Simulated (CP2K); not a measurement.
Set up this calculation in CP2K 2026.2, as the native input.

```
Task                                   : band structure
Functional                             : PBE
Potentials or basis                    : POTENTIAL_UZH Sb GTH-PBE-q5, Ga GTH-PBE-q13; TZVP-MOLOPT-PBE-GTH basis
Density cutoff                         : 6123 eV
k mesh                                 : 8 × 8 × 8
Occupations                            : fermi-dirac, width 0.05 eV
Spin                                   : no spin polarisation
SCF solver                             : diagonalisation with k points
Quickstep method                       : GPW
EPS_DEFAULT                            : 1.0E-9
EPS_SCF                                : 1.0E-6
MAX_SCF                                : 100
SCF_GUESS                              : ATOMIC
k points reduced by the point group    : yes
Mesh centred on Gamma                  : yes
CHOLESKY                               : OFF
EPS_EIGVAL                             : 1.0E-7
MIXING METHOD                          : BROYDEN_MIXING
MIXING ALPHA                           : 0.4
NBUFFER                                : 8
NGRIDS                                 : 5
Basis sets                             : Sb TZVP-MOLOPT-PBE-GTH-q5, Ga TZVP-MOLOPT-PBE-GTH-q13
Potentials                             : Sb GTH-PBE-q5 of POTENTIAL_UZH, Ga GTH-PBE-q13 of POTENTIAL_UZH
ADDED_MOS                              : [10]
Points a segment of the path (NPOINTS) : 6
Bands added on the path                : 4
REL_CUTOFF (Ry)                        : 60 Ry
MIXING BETA (1/bohr)                   : 1.5 1/bohr
CUTOFF of the grids                    : 450 Ry
```

Crystal: GaSb.

```
CELL_PARAMETERS angstrom
4.32608 0.00000 0.00000
2.16304 3.74649 0.00000
2.16304 1.24883 3.53223
ATOMIC_POSITIONS crystal
Sb 0.75000 0.75000 0.75000
Ga 0.00000 0.00000 0.00000
```

These files were run (other wordings do the same):

gasb_bands.inp

```
&GLOBAL
  PROJECT gasb_bands
  RUN_TYPE ENERGY_FORCE
  PRINT_LEVEL LOW
&END GLOBAL
&FORCE_EVAL
  METHOD QS
  STRESS_TENSOR ANALYTICAL
  &DFT
    BASIS_SET_FILE_NAME BASIS_MOLOPT_UZH
    POTENTIAL_FILE_NAME POTENTIAL_UZH
    &MGRID
      CUTOFF 450
      REL_CUTOFF 60
      NGRIDS 5
    &END MGRID
    &QS
      METHOD GPW
      EPS_DEFAULT 1.0E-9
    &END QS
    &KPOINTS
      SCHEME MONKHORST-PACK 8 8 8
      GAMMA_CENTERED T
      SYMMETRY T
      SYMMETRY_BACKEND SPGLIB
    &END KPOINTS
    &SCF
      SCF_GUESS ATOMIC
      EPS_SCF 1.0E-6
      MAX_SCF 100
      ADDED_MOS 10
      CHOLESKY OFF
      EPS_EIGVAL 1.0E-7
      &DIAGONALIZATION ON
        ALGORITHM STANDARD
      &END DIAGONALIZATION
      &MIXING ON
        METHOD BROYDEN_MIXING
        ALPHA 0.4
        BETA 1.5
        NBUFFER 8
      &END MIXING
      &SMEAR ON
        METHOD FERMI_DIRAC
        ELECTRONIC_TEMPERATURE [K] 580.226
      &END SMEAR
    &END SCF
    &XC
      &XC_FUNCTIONAL
        &GGA_X_PBE
        &END GGA_X_PBE
        &GGA_C_PBE
        &END GGA_C_PBE
      &END XC_FUNCTIONAL
    &END XC
    &PRINT
      &KPOINTS ON
      &END KPOINTS
      &MULLIKEN ON
      &END MULLIKEN
      &MO ON
        ENERGIES T
        OCCUPATION_NUMBERS T
        &EACH
          QS_SCF 0
        &END EACH
        ADD_LAST NUMERIC
      &END MO
      &BAND_STRUCTURE
        FILE_NAME bands.bs
        ADDED_MOS 4
        &KPOINT_SET
          UNITS B_VECTOR
          NPOINTS 6
          SPECIAL_POINT GAMMA 0.00000000 0.00000000 0.00000000
          SPECIAL_POINT X 0.50000000 0.00000000 0.50000000
          SPECIAL_POINT W 0.50000000 0.25000000 0.75000000
          SPECIAL_POINT K 0.37500000 0.37500000 0.75000000
          SPECIAL_POINT GAMMA 0.00000000 0.00000000 0.00000000
          SPECIAL_POINT L 0.50000000 0.50000000 0.50000000
          SPECIAL_POINT U 0.62500000 0.25000000 0.62500000
          SPECIAL_POINT W 0.50000000 0.25000000 0.75000000
          SPECIAL_POINT L 0.50000000 0.50000000 0.50000000
          SPECIAL_POINT K 0.37500000 0.37500000 0.75000000
        &END KPOINT_SET
        &KPOINT_SET
          UNITS B_VECTOR
          NPOINTS 6
          SPECIAL_POINT U 0.62500000 0.25000000 0.62500000
          SPECIAL_POINT X 0.50000000 0.00000000 0.50000000
        &END KPOINT_SET
      &END BAND_STRUCTURE
    &END PRINT
  &END DFT
  &SUBSYS
    &CELL
      A 4.3260792873 0.0000000000 0.0000000000
      B 2.1630396436 3.7464945616 0.0000000000
      C 2.1630396436 1.2488315205 3.5322289469
      PERIODIC XYZ
    &END CELL
    &COORD
      SCALED
      Sb  0.7500000000 0.7500000000 0.7500000000
      Ga  0.0000000000 0.0000000000 0.0000000000
    &END COORD
    &KIND Sb
      BASIS_SET TZVP-MOLOPT-PBE-GTH-q5
      POTENTIAL GTH-PBE-q5
    &END KIND
    &KIND Ga
      BASIS_SET TZVP-MOLOPT-PBE-GTH-q13
      POTENTIAL GTH-PBE-q13
    &END KIND
    &PRINT
      &ATOMIC_COORDINATES ON
      &END ATOMIC_COORDINATES
      &CELL ON
      &END CELL
    &END PRINT
  &END SUBSYS
  &PRINT
    &FORCES ON
    &END FORCES
    &STRESS_TENSOR ON
    &END STRESS_TENSOR
  &END PRINT
&END FORCE_EVAL
```

Potentials or basis: POTENTIAL_UZH Sb GTH-PBE-q5, Ga GTH-PBE-q13; TZVP-MOLOPT-PBE-GTH basis.

Run with:

```console
$ OMP_NUM_THREADS=2 cp2k.psmp -i gasb_bands.inp -o gasb_bands.out
```

Results of the run:

```
Pressure                : 2.9 GPa
Band gap on the k mesh  : 0.08 eV, direct
Band gap along the path : 0.08 eV, direct
Mulliken charges        : Sb +0.37; Ga -0.37 e
```

Caveat: Mulliken charges move with the basis; spin-orbit coupling is left out, which moves the levels of the heavy elements; the basis of atomic orbitals isn't converged, which shifts pressures, moduli and gaps.

Wall time 20 s on 2 threads of AMD EPYC 9R14 (Zen 4), on a shared host, peak memory 0.39 GiB.
